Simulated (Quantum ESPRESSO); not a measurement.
# KI (Fm-3m) in Quantum ESPRESSO: a series of runs, part 2 of 3

Quantum ESPRESSO 7.5. Earlier steps stand in the parts before.

### 3 Phonons, revPBE

pw.in

```
&CONTROL
  calculation = 'scf'
  prefix = 'pwscf'
  outdir = './tmp'
  pseudo_dir = './pseudo'
  tprnfor = .true.
  tstress = .true.
  disk_io = 'low'
/
&SYSTEM
  ibrav = 0
  A = 4.99609832
  nat = 2
  ntyp = 2
  ecutwfc = 74
  nbnd = 14
  input_dft = 'revpbe'
  occupations = 'smearing'
  smearing = 'fd'
  degauss = 0.00367493
/
&ELECTRONS
  conv_thr = 4d-10
  electron_maxstep = 120
  mixing_beta = 0.5
/
ATOMIC_SPECIES
I    126.9045 I.upf
K     39.0983 K.upf
CELL_PARAMETERS alat
   0.0000000000    0.7071067809    0.7071067809
   0.7071067809    0.0000000000    0.7071067809
   0.7071067809    0.7071067809    0.0000000000
ATOMIC_POSITIONS alat
I      0.7071067809    0.7071067809    0.7071067809
K      0.0000000000    0.0000000000    0.0000000000
K_POINTS automatic
4 4 4 1 1 1
```

relax.in

```
&CONTROL
  calculation = 'vc-relax'
  prefix = 'pwscf'
  outdir = './tmp'
  pseudo_dir = './pseudo'
  tprnfor = .true.
  tstress = .true.
  disk_io = 'low'
  nstep = 40
  forc_conv_thr = 0.0001
  etot_conv_thr = 1d-06
/
&SYSTEM
  ibrav = 0
  A = 4.99609832
  nat = 2
  ntyp = 2
  ecutwfc = 74
  nbnd = 14
  input_dft = 'revpbe'
  occupations = 'smearing'
  smearing = 'fd'
  degauss = 0.00367493
/
&ELECTRONS
  conv_thr = 4d-10
  electron_maxstep = 120
  mixing_beta = 0.5
/
&IONS
  ion_dynamics = 'bfgs'
/
&CELL
  cell_dynamics = 'bfgs'
  press = 0
  press_conv_thr = 0.2
/
ATOMIC_SPECIES
I    126.9045 I.upf
K     39.0983 K.upf
CELL_PARAMETERS alat
   0.0000000000    0.7071067809    0.7071067809
   0.7071067809    0.0000000000    0.7071067809
   0.7071067809    0.7071067809    0.0000000000
ATOMIC_POSITIONS alat
I      0.7071067809    0.7071067809    0.7071067809
K      0.0000000000    0.0000000000    0.0000000000
K_POINTS automatic
4 4 4 1 1 1
```

scf2.in

```
&CONTROL
  calculation = 'scf'
  prefix = 'pwscf'
  outdir = './tmp'
  pseudo_dir = './pseudo'
  tprnfor = .true.
  tstress = .true.
  disk_io = 'low'
/
&SYSTEM
  ibrav = 0
  A = 5.21833754
  nat = 2
  ntyp = 2
  ecutwfc = 74
  nbnd = 14
  input_dft = 'revpbe'
  occupations = 'fixed'
/
&ELECTRONS
  conv_thr = 1d-13
  electron_maxstep = 120
  mixing_beta = 0.5
  startingpot = 'file'
  startingwfc = 'file'
/
ATOMIC_SPECIES
I    126.9045 I.upf
K     39.0983 K.upf
CELL_PARAMETERS alat
   0.0000000000    0.7071067806    0.7071067806
   0.7071067806    0.0000000000    0.7071067806
   0.7071067806    0.7071067806    0.0000000000
ATOMIC_POSITIONS alat
I      0.7071067806    0.7071067806    0.7071067806
K      0.0000000000    0.0000000000    0.0000000000
K_POINTS automatic
4 4 4 1 1 1
```

ph.in

```
phonons of KI
&INPUTPH
  prefix = 'pwscf'
  outdir = './tmp'
  tr2_ph = 1d-18
  fildyn = 'dyn'
  niter_ph = 90
  alpha_mix(1) = 0.7
  epsil = .true.
/
0.0000000000 0.0000000000 0.0000000000
```

dynmat.in

```
&INPUT
  fildyn = 'dyn'
  asr = 'crystal'
  lperm = .true.
  filout = 'dynmat.disp'
  fileig = 'dynmat.eig'
/
```

dynmat_lo.in

```
&INPUT
  fildyn = 'dyn'
  asr = 'crystal'
  filout = 'dynmat_lo.disp'
  fileig = 'dynmat_lo.eig'
  q(1) = 0
  q(2) = 0
  q(3) = 1
/
```

Potentials or basis: PseudoDojo 0.4.1 SR PBE standard.

Command:

```console
OMP_NUM_THREADS=1 mpirun -n 4 pw.x -nk 2 -in pw.in > pw.out
OMP_NUM_THREADS=1 mpirun -n 4 pw.x -nk 2 -in relax.in > relax.out
OMP_NUM_THREADS=1 mpirun -n 4 pw.x -nk 2 -in scf2.in > scf2.out
OMP_NUM_THREADS=1 mpirun -n 4 ph.x -nk 2 -in ph.in > ph.out
OMP_NUM_THREADS=1 mpirun -n 1 dynmat.x -in dynmat.in > dynmat.out
OMP_NUM_THREADS=1 mpirun -n 1 dynmat.x -in dynmat_lo.in > dynmat_lo.out
```

pw.out:

```text
This program is part of the open-source Quantum ESPRESSO suite
     for quantum simulation of materials; please cite
         "P. Giannozzi et al., J. Phys.:Condens. Matter 21 395502 (2009);
         "P. Giannozzi et al., J. Phys.:Condens. Matter 29 465901 (2017);
         "P. Giannozzi et al., J. Chem. Phys. 152 154105 (2020);
     in publications or presentations arising from this work. More details at

     IMPORTANT: XC functional enforced from input :
     Exchange-correlation= REVPBE
                           (   1   4   4   4   0   0   0)
     Any further DFT definition will be discarded
     Please, verify this is what you really want

     Message from routine setup:
     using ibrav=0 with symmetry is DISCOURAGED, use correct ibrav instead

     K-points division:     npool     =       2
     Subspace diagonalization in iterative solution of the eigenvalue problem:
     a serial algorithm will be used

     --------------------
     sticks:   dense  smooth     PW     G-vecs:    dense   smooth      PW
     Min         906     906    255                25626    25626    3898
     Max         907     907    256                25627    25627    3901
     Sum        1813    1813    511                51253    51253    7799

     Using Slab Decomposition

     bravais-lattice index     =            0
     lattice parameter (alat)  =       9.4413  a.u.
     unit-cell volume          =     595.0789 (a.u.)^3
     number of atoms/cell      =            2
     number of atomic types    =            2
     number of electrons       =        16.00
     number of Kohn-Sham states=           14
     kinetic-energy cutoff     =      74.0000  Ry
     charge density cutoff     =     296.0000  Ry
     scf convergence threshold =      4.0E-10
     mixing beta               =       0.5000
     number of iterations used =            8  plain     mixing
     Exchange-correlation= REVPBE
                           (   1   4   4   4   0   0   0)

     celldm(1)=   9.441258  celldm(2)=   0.000000  celldm(3)=   0.000000
     celldm(4)=   0.000000  celldm(5)=   0.000000  celldm(6)=   0.000000

     crystal axes: (cart. coord. in units of alat)
               a(1) = (   0.000000   0.707107   0.707107 )
               a(2) = (   0.707107   0.000000   0.707107 )
               a(3) = (   0.707107   0.707107   0.000000 )

     reciprocal axes: (cart. coord. in units 2 pi/alat)
               b(1) = ( -0.707107  0.707107  0.707107 )
               b(2) = (  0.707107 -0.707107  0.707107 )
               b(3) = (  0.707107  0.707107 -0.707107 )

     PseudoPot. # 1 for I  read from file:
     I.upf
     Pseudo is Norm-conserving + core correction, Zval =  7.0
     Generated using ONCVPSP code by D. R. Hamann
     Using radial grid of 1196 points,  6 beta functions with:
                l(1) =   0
                l(2) =   0
                l(3) =   1
                l(4) =   1
                l(5) =   2
                l(6) =   2

     PseudoPot. # 2 for K  read from file:
     K.upf
     Pseudo is Norm-conserving + core correction, Zval =  9.0
     Generated using ONCVPSP code by D. R. Hamann
     Using radial grid of 2222 points,  6 beta functions with:
                l(1) =   0
                l(2) =   0
                l(3) =   1
                l(4) =   1
                l(5) =   2
                l(6) =   2

     atomic species   valence    mass     pseudopotential
     I                 7.00   126.90450     I ( 1.00)
     K                 9.00    39.09830     K ( 1.00)

     48 Sym. Ops., with inversion, found

   Cartesian axes

     site n.     atom                  positions (alat units)
         1        I      tau(   1) = (   0.7071068   0.7071068   0.7071068  )
         2        K      tau(   2) = (   0.0000000   0.0000000   0.0000000  )

     number of k points=    10  Fermi-Dirac smearing, width (Ry)=  0.0037
                       cart. coord. in units 2pi/alat
        k(    1) = (   0.0883883   0.0883883   0.0883883), wk =   0.0625000
        k(    2) = (   0.2651650   0.2651650  -0.0883883), wk =   0.1875000
        k(    3) = (  -0.2651650  -0.2651650   0.4419417), wk =   0.1875000
        k(    4) = (  -0.0883883  -0.0883883   0.2651650), wk =   0.1875000
        k(    5) = (   0.4419417   0.0883883   0.0883883), wk =   0.1875000
        k(    6) = (  -0.0883883  -0.4419417   0.6187184), wk =   0.3750000
        k(    7) = (   0.0883883  -0.2651650   0.4419417), wk =   0.3750000
        k(    8) = (  -0.6187184   0.0883883   0.0883883), wk =   0.1875000
        k(    9) = (   0.2651650   0.2651650   0.2651650), wk =   0.0625000
        k(   10) = (  -0.2651650  -0.2651650   0.7954951), wk =   0.1875000

     Dense  grid:    51253 G-vectors     FFT dimensions: (  54,  54,  54)

     Initial potential from superposition of free atoms

     starting charge      15.9807, renormalised to      16.0000
     Starting wfcs are    9 randomized atomic wfcs +    5 random wfcs

     Self-consistent Calculation

     iteration #  1     ecut=    74.00 Ry     beta= 0.50
     Davidson diagonalization with overlap
     ethr =  1.00E-02,  avg # of iterations =  7.4

     Threshold (ethr) on eigenvalues was too large:
     Diagonalizing with lowered threshold

     Davidson diagonalization with overlap
     ethr =  2.03E-04,  avg # of iterations =  6.0

     total energy              =     -86.26253046 Ry
     estimated scf accuracy    <       0.03109250 Ry

     iteration #  2     ecut=    74.00 Ry     beta= 0.50
     Davidson diagonalization with overlap
     ethr =  1.94E-04,  avg # of iterations =  2.7

     total energy              =     -86.26816263 Ry
     estimated scf accuracy    <       0.00185500 Ry

     iteration #  3     ecut=    74.00 Ry     beta= 0.50
     Davidson diagonalization with overlap
     ethr =  1.16E-05,  avg # of iterations =  7.0

     total energy              =     -86.26883469 Ry
     estimated scf accuracy    <       0.00038533 Ry

     iteration #  4     ecut=    74.00 Ry     beta= 0.50
     Davidson diagonalization with overlap
     ethr =  2.41E-06,  avg # of iterations =  5.4

     total energy              =     -86.26895826 Ry
     estimated scf accuracy    <       0.00001560 Ry

     iteration #  5     ecut=    74.00 Ry     beta= 0.50
     Davidson diagonalization with overlap
     ethr =  9.75E-08,  avg # of iterations =  2.5

     total energy              =     -86.26896624 Ry
     estimated scf accuracy    <       0.00000213 Ry

     iteration #  6     ecut=    74.00 Ry     beta= 0.50
     Davidson diagonalization with overlap
     ethr =  1.33E-08,  avg # of iterations =  2.6

     total energy              =     -86.26896681 Ry
     estimated scf accuracy    <       0.00000045 Ry

     iteration #  7     ecut=    74.00 Ry     beta= 0.50
     Davidson diagonalization with overlap
     ethr =  2.83E-09,  avg # of iterations =  2.4

     total energy              =     -86.26896698 Ry
     estimated scf accuracy    <       0.00000001 Ry

     iteration #  8     ecut=    74.00 Ry     beta= 0.50
     Davidson diagonalization with overlap
     ethr =  7.74E-11,  avg # of iterations =  4.2

     total energy              =     -86.26896700 Ry
     estimated scf accuracy    <          3.1E-09 Ry

     iteration #  9     ecut=    74.00 Ry     beta= 0.50
     Davidson diagonalization with overlap
     ethr =  1.91E-11,  avg # of iterations =  2.0

     End of self-consistent calculation

          k = 0.0884 0.0884 0.0884 (  6372 PWs)   bands (ev):

   -27.1120 -10.6034 -10.5813 -10.5813  -8.9890   1.2179   1.4073   1.4073
     6.0535   8.0666   8.2935   8.2935   8.9699   8.9699

          k = 0.2652 0.2652-0.0884 (  6389 PWs)   bands (ev):

   -27.1109 -10.6688 -10.5896 -10.5812  -8.8534   0.5758   1.1803   1.2205
     7.1628   8.1499   8.8883   9.0689   9.8785   9.9908

          k =-0.2652-0.2652 0.4419 (  6391 PWs)   bands (ev):

   -27.1102 -10.7022 -10.5879 -10.5854  -8.7831   0.2829   1.0602   1.1299
     7.3806   8.8912   9.4759   9.8281  10.1607  10.4085

          k =-0.0884-0.0884 0.2652 (  6381 PWs)   bands (ev):

   -27.1114 -10.6371 -10.5856 -10.5841  -8.9152   0.8248   1.2881   1.3063
     6.7309   7.6579   8.9054   8.9093   9.2447   9.5877

          k = 0.4419 0.0884 0.0884 (  6383 PWs)   bands (ev):

   -27.1104 -10.6486 -10.5925 -10.5917  -8.8669   0.5549   1.1293   1.1839
     7.0992   7.5312   9.4138   9.5067  10.2016  10.2431

          k =-0.0884-0.4419 0.6187 (  6413 PWs)   bands (ev):

   -27.1098 -10.6453 -10.6078 -10.5976  -8.8332   0.5912   0.8335   1.0244
     7.5428   8.3564   8.7277   9.9667  10.1893  10.9095

          k = 0.0884-0.2652 0.4419 (  6395 PWs)   bands (ev):

   -27.1103 -10.6738 -10.5967 -10.5869  -8.8196   0.4571   1.0098   1.1200
     7.5737   8.2122   8.9314   9.8318  10.1588  10.3638

          k =-0.6187 0.0884 0.0884 (  6398 PWs)   bands (ev):

   -27.1098 -10.6294 -10.6050 -10.5961  -8.8716   0.5280   1.0081   1.1093
     6.8416   7.7036   9.6717   9.7111  10.5190  10.9769

          k = 0.2652 0.2652 0.2652 (  6405 PWs)   bands (ev):

   -27.1106 -10.6996 -10.5829 -10.5829  -8.8028   0.3433   1.1784   1.1784
     7.1187   8.9558   9.3228   9.3228  10.1667  10.1667

          k =-0.2652-0.2652 0.7955 (  6392 PWs)   bands (ev):

   -27.1100 -10.6737 -10.6037 -10.5873  -8.8057   0.4605   0.8582   1.1028
     7.7521   8.5917   8.9097   9.9527  10.0089  10.5013

     the Fermi energy is     4.1477 ev

!    total energy              =     -86.26896700 Ry
     estimated scf accuracy    <          2.7E-11 Ry
     smearing contrib. (-TS)   =       0.00000000 Ry
     internal energy E=F+TS    =     -86.26896700 Ry

     The total energy is F=E-TS. E is the sum of the following terms:
     one-electron contribution =     -29.64382695 Ry
     hartree contribution      =      19.21916210 Ry
     xc contribution           =     -20.92062656 Ry
     ewald contribution        =     -54.92367559 Ry

     convergence has been achieved in   9 iterations

     Forces acting on atoms (cartesian axes, Ry/au):

     atom    1 type  1   force =    -0.00000000   -0.00000000    0.00000000
     atom    2 type  2   force =     0.00000000    0.00000000   -0.00000000

     Total force =     0.000000     Total SCF correction =     0.000000

     Computing stress (Cartesian axis) and pressure

          total   stress  (Ry/bohr**3)                   (kbar)     P=       14.95
   0.00010161   0.00000000   0.00000000           14.95        0.00        0.00
   0.00000000   0.00010161   0.00000000            0.00       14.95        0.00
   0.00000000   0.00000000   0.00010161            0.00        0.00       14.95

=------------------------------------------------------------------------------=
   JOB DONE.
=------------------------------------------------------------------------------=
```

It took 3.6 min on 4 MPI ranks of Arm Neoverse V1, shared host; peak memory 0.4 GiB.

Results:

* Free energy: -1173.8009 eV
* Relaxed volume: 50.24 Å³/atom
* Relaxed cell: a = 5.218 Å, b = 5.218 Å, c = 5.218 Å, α = 60.00°, β = 60.00°, γ = 60.00°
* Space group after relaxing (to 0.05 Å): Fm-3m (No. 225)
* Pressure after relaxing: 0.0 GPa
* Electronic dielectric tensor (diagonal): 2.62
* Born charges (mean of the diagonal): I -1.18; K +1.18 e
* Highest phonon frequency at Γ, LO-TO splitting left out: 73 cm⁻¹
* Static dielectric tensor (diagonal): 6.91

Step by step:
```
step  energy change (eV)  largest force (eV/Å)  pressure (GPa)  volume (Å³)
   1              0.0000                0.0000            1.49        88.18
   2             -0.0061                0.0000            1.38        88.86
   3             -0.0122                0.0000            1.27        89.60
   4             -0.0205                0.0000            1.10        90.73
   5             -0.0309                0.0000            0.86        92.43
   6             -0.0423                0.0000            0.54        95.03
   7             -0.0505                0.0000            0.13        99.02
   8             -0.0511                0.0000            0.01       100.36
   9             -0.0511                0.0000            0.00       100.48
```

Final structure:
```
CELL_PARAMETERS angstrom
0.00000 3.68992 3.68992
3.68992 0.00000 3.68992
3.68992 3.68992 0.00000
ATOMIC_POSITIONS crystal
I 0.50000 0.50000 0.50000
K 0.00000 0.00000 0.00000
```

Phonon frequencies in cm⁻¹ (negative: imaginary):
```csv
q point,frequencies
"(0.000, 0.000, 0.000)",0 0 0 73 73 73
```

Electronic dielectric tensor:
```
2.62 0.00 0.00
0.00 2.62 0.00
0.00 0.00 2.62
```

Born effective charge tensors (e):
atom 1, I
```
-1.18  0.00  0.00
 0.00 -1.18  0.00
 0.00  0.00 -1.18
```
atom 2, K
```
1.18 0.00 0.00
0.00 1.18 0.00
0.00 0.00 1.18
```

Optical modes at Γ, degenerate ones joined, polar ones without the macroscopic field:
```
cm⁻¹  components  symmetry  active in  IR intensity, summed ((D/Å)²/amu)
  73           3       T1u         IR                               3.23
```

Zone-centre frequencies without and with the macroscopic field along z (cm⁻¹):
|  | optical modes in rising order |
| --- | --- |
| without | 73 73 73 |
| with the field | 73 73 118 |

Static dielectric tensor, electrons and zone-centre modes:
```
6.91 0.00 0.00
0.00 6.91 0.00
0.00 0.00 6.91
```

Caveat: the potentials were made for another functional, which shifts forces and pressure. Spin-orbit coupling is left out, which matters for the levels of I.

(Part 2 of 3 ends here.)
